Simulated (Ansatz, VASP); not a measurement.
# Cross-check of BAs between VASP and Ansatz, part 2 of 2

Aim: how closely do two programs agree when they are given the same cell, functional and k mesh?

VASP 6.6.1 and Ansatz 0.2.0.

So far: Starting point; VASP: G0W0 gap, PBE.

## 3. Ansatz: G0W0 gap, PBE

Level of this step: Ansatz beside VASP: Kohn-Sham DFT, plane waves, PBE, G0W0 (Ansatz).

Ansatz runs on its default PAW (the set named soft_2) files.

The same cell, functional and mesh now go to Ansatz, which takes its cutoff from its data sets.

Input file input.yaml:

```yaml
crystal:
  lattice:
    - [0.0, 2.3643720878, 2.3643720878]
    - [2.3643720878, 0.0, 2.3643720878]
    - [2.3643720878, 2.3643720878, 0.0]
  atoms:
    - { symbol: As, position: [0.75, 0.75, 0.75] }
    - { symbol: B, position: [0.0, 0.0, 0.0] }
hamiltonian:
  xc: pbe
  pseudopotentials: { kind: paw }
kpoints:
  mp_grid: { grid: [6, 6, 6] }
scf:
  occupations: { method: fixed }
gw:
  n_empty_bands: 116
  ecut_chi: 150.0
  qp_bands: [v2, c2]
  qp_kpoints: band_edges
  screening: { model: contour_deformation }
```

The run is started by

```bash
ansatz run input.yaml --threads 4 --pin off --max-ram 9216MiB --backend cpu --events-out ev --progress --plain --runs-dir out
```

Numbers of over 12 decimals in the logs are rounded to 6 here.

The log of the run:

```text
Engine: ansatz 0.2.0, aarch64-unknown-linux-gnu
Pseudopotentials: kind: paw
Pseudopotential: As, paw, valence charge 15, recommended cutoff 420 eV (normal), As.paw.azcp
Pseudopotential: B, paw, valence charge 3, recommended cutoff 420 eV (normal), B.paw.azcp
Functional definition: PBE
  parameter kappa = 0.804
  parameter beta = 0.066725
  exchange = pbe_x(kappa = kappa, mu = beta*pi^2/3)
  correlation = pbe_c(beta = beta)
Crystal: 2 atoms, lattice volume = 26.435 Å³
Basis set: ecut = 420 eV, 531 PW (Γ)
Bands: 13, of which v1, the nominal top of the filled ones, is band 9 counted from 1 (8 counted from 0)
Symmetry: 24 space group operations
Space group: F-43m (ITA 216), of the structure as read, at distance tolerance 3.0e-5 Å
k-points: 16 of 216 (time reversal used)
Non-local potential: As, projectors of the file, l = 0: 2, l = 1: 2, l = 2: 3, l = 3: 1
Non-local potential: B, projectors of the file, l = 0: 2, l = 1: 2, l = 2: 1
PAW form: soft (Blöchl's): semilocal exchange-correlation on the pseudo side does not see the compensation charge
PAW one-centre angular grid: As, 590 points (default); XC on 64 Gauss nodes
PAW one-centre angular grid: B, 110 points (default); XC on 64 Gauss nodes
Initial density: superposition of atomic densities (neutral atoms: chi_scale 0, normalization atom), corrected by the library's trained network
Initial wavefunctions: pseudopotential atomic-orbital guess
Functional: x = pbe(κ = 0.804, μ = 0.219515), c = pbe(β = 0.066725)
SCF iter   1: F=—  HF=-5012.055636 eV  |F-HF|=—  |Δ(HF+E_count)|=         —  Δρ=9.98e-4  dr2=2.26e-4  ethr=1.77e-3  ⟨swp⟩=4.3  Hψ=1040  notcnv=0  defer=24
preconditioner: auto → none  [insulator: Δε(μ)=1.259 eV  Ē_g=12.661 eV  n_scr=8 (ndim 8)  ℏωp=20.4 eV  f_vac=0.000  ε∞_Penn≈3.6]
SCF iter   2: F=—  HF=-5012.055661 eV  |F-HF|=—  |Δ(HF+E_count)|=   2.49e-5  Δρ=5.64e-4  dr2=5.82e-5  ethr=1.25e-6  ⟨swp⟩=2.0  Hψ=517  notcnv=0  defer=27
SCF iter   3: F=—  HF=-5012.055676 eV  |F-HF|=—  |Δ(HF+E_count)|=   1.55e-5  Δρ=2.81e-4  dr2=1.18e-5  ethr=3.24e-7  ⟨swp⟩=2.0  Hψ=382  notcnv=0  defer=21
SCF iter   4: F=—  HF=-5012.055695 eV  |F-HF|=—  |Δ(HF+E_count)|=   1.88e-5  Δρ=1.04e-4  dr2=2.15e-6  ethr=6.58e-8  ⟨swp⟩=2.9  Hψ=372  notcnv=0  defer=27
SCF iter   5: F=—  HF=-5012.055698 eV  |F-HF|=—  |Δ(HF+E_count)|=   2.94e-6  Δρ=3.78e-5  dr2=4.42e-7  ethr=1.20e-8  ⟨swp⟩=2.0  Hψ=271  notcnv=0  defer=27
SCF iter   6: F=-5012.055698 eV  HF=-5012.055698 eV  |F-HF|=2.23e-8  |Δ(HF+E_count)|=   1.25e-7  Δρ=8.88e-6  dr2=1.62e-8  ethr=5.56e-10  ⟨swp⟩=5.2  Hψ=937  notcnv=0
SCF 1 converged in 6 iterations: F = -5012.055698 eV  dr2 = 1.62e-8
  greatest PAW one-centre occupation: 0.999 electrons in one spin orbital (limit 2), on the As atom at site 0 (counted from 0), in its partial waves of l = 2
NSCF: frozen V_eff on 16 k-points
G₀W₀ screening: q 1/16
G₀W₀ screening: q 2/16 (q-point 6)
G₀W₀ screening: q 3/16 (q-point 7)
G₀W₀ screening: q 4/16 (q-point 8)
G₀W₀ screening: q 5/16 (q-point 11)
G₀W₀ screening: q 6/16 (q-point 14)
G₀W₀ screening: q 7/16 (q-point 15)
G₀W₀ screening: q 8/16 (q-point 9)
G₀W₀ screening: q 9/16 (q-point 12)
G₀W₀ screening: q 10/16 (q-point 16)
G₀W₀ screening: q 11/16 (q-point 2)
G₀W₀ screening: q 12/16 (q-point 3)
G₀W₀ screening: q 13/16 (q-point 5)
G₀W₀ screening: q 14/16 (q-point 10)
G₀W₀ screening: q 15/16 (q-point 4)
G₀W₀ screening: q 16/16 (q-point 13)
G₀W₀ self-energy: k 1/7
G₀W₀ self-energy: k 2/7
G₀W₀ self-energy: k 3/7
G₀W₀ self-energy: k 4/7
G₀W₀ self-energy: k 5/7
G₀W₀ self-energy: k 6/7
G₀W₀ self-energy: k 7/7
NSCF: frozen V_eff on 1 k-points
NSCF: frozen V_eff on 1 k-points
SCF converged after 6 iterations
Free energy (F): -5012.055698 eV
Harris-Foulkes:  -5012.055698 eV  (|F-HF|=2.23e-8)
Internal energy: -5012.055698 eV  (E = F + TS)
E sigma→0 (E₀):  -5012.055698 eV
Fermi energy:    11.625034 eV
--- Per-component energies (eV) ---
  E_band       = -202.737314
  E_kinetic    = 153.553075
  E_local      = -1667.251032  (includes V_loc(G=0)·N_el)
  E_nonlocal   = -657.764959
  E_hartree    = 930.064345
  E_xc         = -111.934478
  E_vxc        = -118.327332  (∫ρ·V_xc dr)
  E_paw        = -1915.336492  (= ΣΔE_a)
  E_vpaw       = 226.930637  (= ΣTr[D̂ρ^β])
  E_aug_tail   = 0.000005  (compensation charges beyond the density's cutoff)
  E_ewald      = -1743.386163
  E_smearing   = -0.000000  (= −TS)
  E_closure    = 0.000000  (closes the sum)
  Σ components = -5012.055698   (vs F -5012.055698, Δ=0.00e0)
--- Band table (eV; the first three rows and the last of 16) ---
  k-point 0: bands = [... 5 lower, -4.0620, 11.6250, 11.6250, 11.6250, 14.9422, 14.9422, 14.9422, 16.6893]
  k-point 1: bands = [... 5 lower, -3.5959, 8.6173, 10.9213, 10.9213, 15.0646, 15.8565, 15.8565, 18.5473]
  k-point 2: bands = [... 5 lower, -2.2877, 4.7414, 10.0652, 10.0652, 14.6583, 16.5176, 16.5176, 20.4527]
  k-point 15: bands = [... 5 lower, 0.4093, 3.2776, 6.3056, 6.5041, 15.4198, 15.6761, 20.4915, 20.7202]
--- G₀W₀: contour deformation, 7 samples at zero and on the imaginary axis and 1 off it, 216 q-points, 116 empty bands' worth ---
  eigenvalues of the whole cell's RPA ε∞ on this k-mesh (on a slab, of 1 + 4πα/V) = 10.4464, 10.4464, 10.4464; static W/v taken at q = 0 is 0.095726
  bands read: the sum over 125 bands ends inside a degenerate multiplet in 1 slot, whose members it reads at an even weight; the widest, k=3: bands 125 to 126 (counted from 1) at 1/2 each
  gw.qp_kpoints: band_edges: 7 of 16 stored k-points solved, in 1 pass; an edge of the gap read off the rows below is read off those points alone
    valence top: of the k-points left out ik 8 came nearest to being solved in a further pass, in band 9 (counted from 1, as in the quasiparticle table): it holds the edge there only if its correction is more favourable than any solved in that band by at least 0.914 eV; those differ by 0.195 eV
    conduction bottom: of the k-points left out ik 10 came nearest to being solved in a further pass, in band 10 (counted from 1, as in the quasiparticle table): it holds the edge there only if its correction is more favourable than any solved in that band by at least 0.487 eV; those differ by 0.288 eV
    ik  band        ε_KS         Σx   Σc(E_QP)       V_xc       Z   E_QP_lin       E_QP  E_QP is
     0     8     11.6250   -16.5894     0.8633   -15.1769  0.7960    11.0741    11.0758  root
     0     9     11.6250   -16.5894     0.8633   -15.1769  0.7960    11.0741    11.0758  root
     0    10     14.9422    -9.2883    -4.3956   -13.9545  0.7966    15.2134    15.2128  root
     0    11     14.9422    -9.2883    -4.3956   -13.9545  0.7966    15.2134    15.2128  root
     1     8     10.9213   -16.5239     1.0604   -14.8897  0.7937    10.3453    10.3475  root
     1     9     10.9213   -16.5239     1.0604   -14.8897  0.7937    10.3453    10.3475  root
     1    10     15.0646    -9.6630    -4.6563   -14.6135  0.7919    15.3597    15.3589  root
     1    11     15.8565    -9.1808    -4.6988   -14.1775  0.7893    16.1552    16.1544  root
     2     8     10.0652   -16.7833     1.4430   -14.7108  0.7889     9.4327     9.4358  root
     2     9     10.0652   -16.7833     1.4430   -14.7108  0.7889     9.4327     9.4358  root
     2    10     14.6583    -9.9877    -4.6488   -14.9054  0.7929    14.9277    14.9271  root
     2    11     16.5176    -8.3850    -4.9624   -13.6409  0.7864    16.8120    16.8110  root
     3     8      9.7524   -16.9132     1.5920   -14.6701  0.7869     9.0977     9.1013  root
     3     9      9.7524   -16.9132     1.5920   -14.6701  0.7869     9.0977     9.1013  root
     3    10     14.4946   -10.1316    -4.6286   -15.0205  0.7935    14.7555    14.7549  root
     3    11     16.4524    -8.0289    -4.9259   -13.2222  0.7891    16.7205    16.7198  root
     4     8      9.8552   -16.4565     1.4142   -14.4180  0.7886     9.2276     9.2308  root
     4     9      9.8552   -16.4565     1.4142   -14.4180  0.7886     9.2276     9.2308  root
     4    10     13.8801    -8.7559    -4.1924   -13.1428  0.8013    14.0748    14.0745  root
     4    11     17.3827    -9.1425    -5.1965   -14.6782  0.7748    17.7233    17.7219  root
     9     8      8.0600   -16.8643     2.1817   -13.9632  0.7735     7.3344     7.3405  root
     9     9      8.0600   -16.8643     2.1817   -13.9632  0.7735     7.3344     7.3405  root
     9    10     12.8804    -8.4435    -4.0176   -12.5452  0.8063    12.9645    12.9644  root
     9    11     14.7598    -7.2114    -4.6232   -11.9381  0.8030    14.8634    14.8633  root
    12     8      7.4201   -17.0141     2.4513   -13.8188  0.7669     6.6684     6.6761  root
    12     9      7.4201   -17.0141     2.4513   -13.8188  0.7669     6.6684     6.6761  root
    12    10     13.0220    -8.0641    -4.0995   -12.1697  0.8062    13.0282    13.0282  root
    12    11     13.0433    -7.7709    -4.2051   -12.0764  0.8108    13.1439    13.1438  root
```

It took 18 s on 4 threads of Arm Neoverse V2, shared host; peak memory 0.42 GiB.

The column dr2 measures how far the density is from self-consistency, as an energy; F and HF (Harris–Foulkes) agree once it is small.

## 4. Comparison

Known differences besides the potentials themselves: the two programs' PAW sets differ in cores and partial waves; the data sets hold 18 valence electrons in Ansatz (default PAW (the set named soft_2) files) and 8 in VASP; the cutoff is 420 eV in Ansatz and 340 eV in VASP; VASP leaves aspherical gradient terms in its spheres out (LASPH is not set), Ansatz keeps them; Ansatz integrates over frequency by contour deformation, VASP on a grid of NOMEGA points. Total energies have different zeros and are not compared.

Both answers:

| quantity | Ansatz | VASP | difference |
| --- | --- | --- | --- |
| G0W0 gap on the mesh (eV) | 1.89 | 1.85 | +0.04 |
| PBE gap under it (eV) | 1.26 | 1.24 | +0.02 |

## 5. Summary of results

| Property | Result |
| --- | --- |
| difference in G0W0 gap on the mesh (G0W0 gap, PBE) | 0.041 eV |

**Reading.** The difference in G0W0 gap on the mesh is 0.041 eV (G0W0 gap, PBE), within the 0.15 eV picked in this series as the mark of a large difference. How closely two codes agree says nothing of how well the functional describes the real material.

[Lines on the potential files, build, host, timing and source positions are cut from VASP's logs without a mark.]

[Logs are printed without paths, hosts, clocks, repeated set-up lines and the standing remarks that a program may print on its own settings, such as how far it seeks lower states.]

[Hosts, paths, dates, database ids (printed as entryN), source tags and the programs' standing remarks are cut or masked in the printed files.]
